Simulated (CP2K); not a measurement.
Crystal: SiC (Moissanite).

```
Si C
1.0
     3.07600    0.00000    0.00000
    -1.53800    2.66389    0.00000
     0.00000    0.00000    5.04800
Si C
2 2
Direct
  0.66667 0.33333 0.50000
  0.33333 0.66667 0.00000
  0.66667 0.33333 0.88500
  0.33333 0.66667 0.38500
```

Base run:

| Item | Value |
| --- | --- |
| Program | CP2K 2026.2 |
| Functional | LDA |
| Potentials or basis | POTENTIAL_UZH Si GTH-PBE-q4, C GTH-PBE-q4; TZVP-MOLOPT-PBE-GTH basis |
| Density cutoff | 9184 eV |
| k mesh | 10 × 10 × 5 |
| Occupations | fermi-dirac, width 0.05 eV |
| Spin | no spin polarisation |

Its results: band gap on the k mesh 2.38 eV, indirect (least direct gap 4.03 eV); pressure 2.4 GPa; largest force 0.772 eV/Å.

Problem. The run is repeated on the same cell with these changes: functional from LDA to r2SCAN. What comes out?

Solution. Band gap on the k mesh 2.93 eV, indirect (least direct gap 4.64 eV); pressure 1.0 GPa; largest force 0.795 eV/Å.

r2SCAN gives the wider gap, since meta-GGAs in the generalised Kohn-Sham scheme recover part of the derivative discontinuity.

Caveats: the potentials were made for another functional, which shifts forces and pressure; an odd mesh through Γ misses points on the zone boundary, where band edges often lie; the basis of atomic orbitals isn't converged, which shifts pressures, moduli and gaps.
